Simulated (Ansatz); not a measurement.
`[SiH3][TeH]` + `C=CCC` → `C=C([SiH3])CC` + H₂Te  (formal exchange of groups at the Si–Te bond)

Calculated with Ansatz (gas phase, PBE0-D4/def2-TZVP geometries, no zero-point term in ΔE). CCSD(T)/CBS is the MP2 limit (def2-TZVPP, def2-QZVPP) plus CCSD(T) − MP2 in def2-TZVPP, frozen cores. DFT in def2-TZVPP. B3LYP here is the variant with VWN-RPA as its local correlation; programs differ in this. HSE06 is defined as in plane-wave codes. def2 core potentials past Kr. For Te outer-core shells are correlated without core-valence functions, which leaves a few kJ/mol of doubt a bond. Each species was taken in one conformer, which may not be the lowest.

```
             level  ΔE (kJ/mol)  difference from CCSD(T)/CBS
         revPBE-D4         58.3                         -4.8
         r2SCAN-D4         63.1                          0.0
           PBE0-D4         64.7                          1.6
          HSE06-D4         65.3                          2.2
      CAM-B3LYP-D4         57.1                         -6.0
           ωB97M-V         58.7                         -4.4
            r2SCAN         64.7                          1.6
             B3LYP         66.3                          3.2
           r2SCAN0         67.1                          4.0
         CAM-B3LYP         61.3                         -1.8
RPA@PBE/def2-TZVPP         52.6                        -10.5
       HF/def2-SVP         67.8                          4.7
      MP2/def2-SVP         56.2                         -6.9
SCS-MP2/def2-TZVPP         59.8                         -3.3
   CCSD/def2-TZVPP         58.5                         -4.6
SCS-MP2/def2-QZVPP         63.2                          0.1
       CCSD(T)/CBS         63.1                            0
```

Q: What do rigid-rotor, harmonic-oscillator terms from PBE0-D4/def2-TZVP frequencies (298.15 K, 1 bar) make of the CCSD(T)/CBS value? (An estimate is asked.)

A: Ansatz gave: ΔZPE = -11.1 kJ/mol, ΔH = +53.4 kJ/mol, ΔS = -14 J/(mol·K), ΔG = +57.4 kJ/mol. Modes under 50 cm⁻¹ make the entropy rough.

Largest T1 diagnostic among the species: 0.011.

The D4 term adds −7.0 kJ/mol with B3LYP and −4.1 kJ/mol with PBE0; it sums over pairs of atoms, weighted by their polarisabilities, and B3LYP, whose exchange is more repulsive, gets the larger term. Leaving LDA and LC-ωPBE aside and taking each functional with its dispersion term where it has one, the values, not all of them listed here, spread over 9.9 kJ/mol, from B97M-V to PBE-QIDH. LDA lies −10.1 kJ/mol from PBE without D4. In def2-TZVPP, CCSD(T) changes the Hartree–Fock value by −12.9 kJ/mol (the triples alone add −1.7 kJ/mol) and MP2 by −8.6 kJ/mol.

CCSD(T)/CBS has its own doubt, a few kJ/mol and more with outer-core shells, so smaller differences from it don't rank the levels.
